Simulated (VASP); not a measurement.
# Relaxed cell of BeTe: a test of cutoff and mesh, part 2 of 2

Aim: test the relaxed volume of BeTe against cutoff and mesh. The starting structure is a measured crystal structure from the Crystallography Open Database.

VASP 6.6.1.

Results so far: reference 22.11 Å³ an atom; a cutoff of 250 eV 22.10 Å³ an atom; a 4×4×4 mesh 22.27 Å³ an atom.

The database entry behind the starting cell differs from later determinations by our own check (an axis about 1.5 % short against later determinations), so it need not match the best structure at ambient conditions.

**5. Relaxation with a cutoff of 600 eV**

Level of this step: PBEsol; plane waves and PAW (Te, Be) (VASP).

Against step 2 the input has ENCUT = 600. This run starts from the cell of an earlier relaxation, which isn't shown; the restart sets up the plane waves anew.

INCAR

```
SYSTEM = BeTe
PREC = Accurate
ENCUT = 600
EDIFF = 1E-06
NELM = 100
ISMEAR = 0
SIGMA = 0.03
LREAL = .FALSE.
ALGO = Normal
GGA = PS
NBANDS = 10
LORBIT = 11
LWAVE = .FALSE.
LCHARG = .FALSE.
KPAR = 2
IBRION = 2
NSW = 50
ISIF = 3
EDIFFG = -0.01
```

POSCAR

```
BeTe
1.0
    0.0000000000      2.8068425260      2.8068425260
    2.8068425260      0.0000000000      2.8068425260
    2.8068425260      2.8068425260      0.0000000000
Te Be
1 1
Direct
    0.7500000000      0.7500000000      0.7500000000
    0.0000000000      0.0000000000      0.0000000000
```

KPOINTS

```
Automatic mesh
0
Gamma
6 6 6
0 0 0
```

The projector-augmented-wave data sets are Te and Be (PBE family, release 64).

Started as:

```bash
mpirun -np 2 vasp_std
```

The log of the run:

```text
[... set-up lines as in an earlier step ...]
 entering main loop
       N       E                     dE             d eps       ncg     rms          rms(c)
DAV:   1     0.192158704706E+02    0.19216E+02   -0.36669E+03   320   0.724E+02
DAV:   2    -0.735987019656E+01   -0.26576E+02   -0.26035E+02   448   0.984E+01
DAV:   3    -0.834204198670E+01   -0.98217E+00   -0.98108E+00   398   0.209E+01
DAV:   4    -0.835211505574E+01   -0.10073E-01   -0.10072E-01   434   0.233E+00
[...]
DAV:   9    -0.820867496856E+01   -0.10741E-03   -0.18371E-04   400   0.922E-02    0.231E-02
DAV:  10    -0.820868979701E+01   -0.14828E-04   -0.30485E-05   368   0.281E-02    0.116E-02
DAV:  11    -0.820869048751E+01   -0.69050E-06   -0.84681E-07   396   0.627E-03
   1 F= -.82086905E+01 E0= -.82086905E+01  d E =-.820869E+01
[...]
reached required accuracy - stopping structural energy minimisation
```

It took 4.2 s on 2 MPI ranks of Intel Xeon Platinum 8259CL at 2.50GHz (Skylake/Cascade Lake), shared host; peak memory 0.32 GiB; 7.3 s of CPU time.

OUTCAR, selected parts (step 5):

```text
  Total        0.0049654      0.0049654      0.0049654      0.0000000      0.0000000     -0.0000000
  in kB        0.1798790      0.1798790      0.1798790      0.0000000      0.0000000     -0.0000000
  external PRESSURE =       0.1798790 kB  Pullay stress =       0.0000000 kB

 POSITION                                       TOTAL-FORCE (eV/Angst)
 -----------------------------------------------------------------------------------
      4.21026      4.21026      4.21026        -0.000000     -0.000000     -0.000000
      0.00000      0.00000      0.00000         0.000000      0.000000      0.000000
 -----------------------------------------------------------------------------------
    total drift:                               -0.000000     -0.000000     -0.000000

  FREE ENERGIE OF THE ION-ELECTRON SYSTEM (eV)
  ---------------------------------------------------
  free  energy   TOTEN  =        -8.2086904875 eV

  energy  without entropy=       -8.2086904875  energy(sigma->0) =       -8.20869049

[... 2 parts as in an earlier step ...]

[... 2 further parts left out ...]
[key lines of the parts left out:]
E-fermi :   5.2523
```

With a cutoff of 600 eV the cell ends at 22.113 Å³ an atom, +0.01 % from the reference.

**6. Relaxation with a 10×10×10 mesh**

Against step 2 the input has a 10×10×10 mesh. This run starts from the cell of an earlier relaxation, which isn't shown; the restart sets up the plane waves anew.

INCAR: that of step 5 with these lines changed.

```diff
@@ -2,3 +2,3 @@
 PREC = Accurate
-ENCUT = 600
+ENCUT = 450
 EDIFF = 1E-06
```

POSCAR

```
BeTe
1.0
    0.0000000000      2.8060343210      2.8060343210
    2.8060343210      0.0000000000      2.8060343210
    2.8060343210      2.8060343210      0.0000000000
Te Be
1 1
Direct
    0.7500000000      0.7500000000      0.7500000000
    0.0000000000      0.0000000000      0.0000000000
```

KPOINTS

```
Automatic mesh
0
Gamma
10 10 10
0 0 0
```

Started as:

```bash
mpirun -np 2 vasp_std
```

The log of the run:

```text
[... set-up lines as in an earlier step ...]
 entering main loop
       N       E                     dE             d eps       ncg     rms          rms(c)
DAV:   1     0.166404774000E+02    0.16640E+02   -0.32233E+03   940   0.578E+02
DAV:   2    -0.749209508106E+01   -0.24133E+02   -0.23425E+02  1334   0.906E+01
DAV:   3    -0.835134725606E+01   -0.85925E+00   -0.85855E+00  1194   0.190E+01
DAV:   4    -0.835893057089E+01   -0.75833E-02   -0.75827E-02  1216   0.210E+00
[...]
DAV:   9    -0.821539379408E+01   -0.10466E-03   -0.18048E-04  1140   0.903E-02    0.244E-02
DAV:  10    -0.821540829753E+01   -0.14503E-04   -0.31416E-05  1098   0.284E-02    0.117E-02
DAV:  11    -0.821540876833E+01   -0.47079E-06   -0.80363E-07  1026   0.621E-03
   1 F= -.82154088E+01 E0= -.82154088E+01  d E =-.821541E+01
[...]
reached required accuracy - stopping structural energy minimisation
```

Wall time 6.8 s (2 MPI ranks); peak memory 0.3 GiB.

Parts of OUTCAR (step 6):

```text
  Total        0.0054842      0.0054842      0.0054842      0.0000000     -0.0000000     -0.0000000
  in kB        0.1988437      0.1988437      0.1988437      0.0000000     -0.0000000     -0.0000000
  external PRESSURE =       0.1988437 kB  Pullay stress =       0.0000000 kB

 POSITION                                       TOTAL-FORCE (eV/Angst)
 -----------------------------------------------------------------------------------
      4.20905      4.20905      4.20905         0.000000      0.000000      0.000000
      0.00000      0.00000      0.00000        -0.000000     -0.000000     -0.000000
 -----------------------------------------------------------------------------------
    total drift:                               -0.000000     -0.000000     -0.000000

  FREE ENERGIE OF THE ION-ELECTRON SYSTEM (eV)
  ---------------------------------------------------
  free  energy   TOTEN  =        -8.2154087683 eV

  energy  without entropy=       -8.2154087683  energy(sigma->0) =       -8.21540877

[... 1 part as in an earlier step ...]

[... 3 further parts left out ...]
[key lines of the parts left out:]
E-fermi :   5.2537
```

With a 10×10×10 mesh the cell ends at 22.094 Å³ an atom, -0.08 % from the reference.

**7. Comparison**

```tsv
run	volume (Å³/atom)	change (%)	pressure left (GPa)	core minutes
reference	22.112	-	0.02	0.393
a cutoff of 250 eV	22.102	-0.04	0.03	0.167
a 4×4×4 mesh	22.268	0.7	0.02	0.273
a cutoff of 600 eV	22.113	0.01	0.02	0.433
a 10×10×10 mesh	22.094	-0.08	0.02	0.693
```

Core minutes are wall time times ranks, summed over the relaxations behind a row (those for a bulk modulus apart), on shared hosts.

**8. Results**

* volume of the reference: 22.11 Å³/atom
* volume against the reference, a cutoff of 250 eV: -0.04 %
* volume against the reference, a 4×4×4 mesh: +0.70 %
* volume against the reference, a cutoff of 600 eV: +0.01 %
* volume against the reference, a 10×10×10 mesh: -0.08 %

In words: The volume moves most with a 4×4×4 mesh: +0.70 % against the reference (450 eV, 6×6×6 mesh). On finer settings it changes by +0.01 % with a cutoff of 600 eV and -0.08 % with a 10×10×10 mesh. The relaxations stop with up to 0.03 GPa left, which at a bulk modulus of 50 GPa, to name a scale, is 0.06 % of the volume. Further runs on this material are not shown.

[Lines on the potential files, build, host, timing and source positions are cut from VASP's logs without a mark.]

[Logs are printed without paths, hosts, clocks, repeated set-up lines and the standing remarks that a program may print on its own settings, such as how far it seeks lower states.]

[Hosts, paths, dates, database ids (printed as entryN), source tags and the programs' standing remarks are cut or masked in the printed files.]
